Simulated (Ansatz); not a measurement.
# BAs: the change of phonon heat capacity and phonon entropy with temperature

All results are calculated (Ansatz 0.2.0). Harmonic vibrational free energy, entropy and heat capacity at constant volume, per atom, from the force constants of a q mesh, imaginary modes left out; plane waves with PAW datasets, Gamma-centred k mesh.

Structure of every row (space group F-43m, No. 216):
```
CELL_PARAMETERS angstrom
0.00000 2.40460 2.40460
2.40460 0.00000 2.40460
2.40460 2.40460 0.00000
ATOMIC_POSITIONS crystal
B 0.25000 0.25000 0.25000
As 0.50000 0.50000 0.50000
```

Settings of every row: functional PBE; dispersion none; spin none; wave cutoff 420 eV; k mesh 12x12x12; occupations fixed; smearing width 0 eV; pressure 0 GPa; phonon method linear response; q mesh 4x4x4.

Limits: phonon interpolation lacks quadrupole term.

```
row  temperature (K)  phonon heat capacity (kB/atom)  phonon entropy (kB/atom)  phonon free energy (meV/atom)
  1              200                           1.563                     1.203                           71.3
  2              300                           2.089                     1.944                           57.7
  3              400                           2.402                     2.592                           38.1
  4              500                           2.586                      3.15                           13.3
  5              600                           2.699                     3.632                            -16
  6              700                               ?                         ?                              ?
  7              800                           2.823                     4.428                          -85.7
  8              900                           2.858                     4.763                         -125.4
  9             1000                           2.884                     5.065                         -167.7
```

Question: what phonon heat capacity and phonon entropy should row 6 give?

Worked fit of phonon heat capacity. At high temperature a harmonic heat capacity falls short of its limit by a term in 1/T², so take t = (100 K / T)². The shown rows have t = 0.25, 0.11111, 0.0625, 0.04, 0.02778, 0.01562, 0.01235, 0.01. Least squares give phonon heat capacity = 2.9732 − 10.0684 × t + 17.742 × t² kB/atom; a straight line predicts inner rows, each left out in turn, worse (root mean square 0.1 against 0.02 kB/atom). The rows lie off it by -0.002, 0.015, -0.011, -0.013, -0.008, 0.003, 0.006, 0.010 (root mean square 0.0095 kB/atom), a smooth pattern that one more power would take up: the form is only approximate. The constant, 2.9732 kB/atom, is to be held against the harmonic limit of 3 k_B an atom. The withheld row has t = 0.02041, so the fit gives 2.9732 − 10.0684 × (0.02041) + 17.742 × (0.02041)² = 2.775 kB/atom.

The calculation gave 2.773 kB/atom. The fit lies 0.002 kB/atom (0.15 % of the column's range) above it; its largest miss of a shown row is 0.015 kB/atom.

Worked fit of phonon entropy. Entropy rises as the heat capacity times the change of ln T, so take t = ln(T / 300 K). The shown rows have t = -0.4055, 0, 0.2877, 0.5108, 0.6931, 0.9808, 1.0986, 1.204. Least squares give phonon entropy = 1.968 + 2.08825 × t + 0.4142 × t² kB/atom; a straight line predicts inner rows, each left out in turn, worse (root mean square 0.1 against 0.02 kB/atom). The rows lie off it by 0.014, -0.024, -0.011, 0.007, 0.018, 0.013, 0.001, -0.018 (root mean square 0.015 kB/atom), a smooth pattern that one more power would take up: the form is only approximate. The slope at t = 0, 2.09 kB/atom, estimates the heat capacity at 300 K. The withheld row has t = 0.8473, so the fit gives 1.968 + 2.08825 × (0.8473) + 0.4142 × (0.8473)² = 4.035 kB/atom.

The calculation gave 4.054 kB/atom. The fit lies 0.019 kB/atom (0.49 % of the column's range) below it; its largest miss of a shown row is 0.024 kB/atom.

The other values of row 6: phonon free energy -49.2 meV/atom.
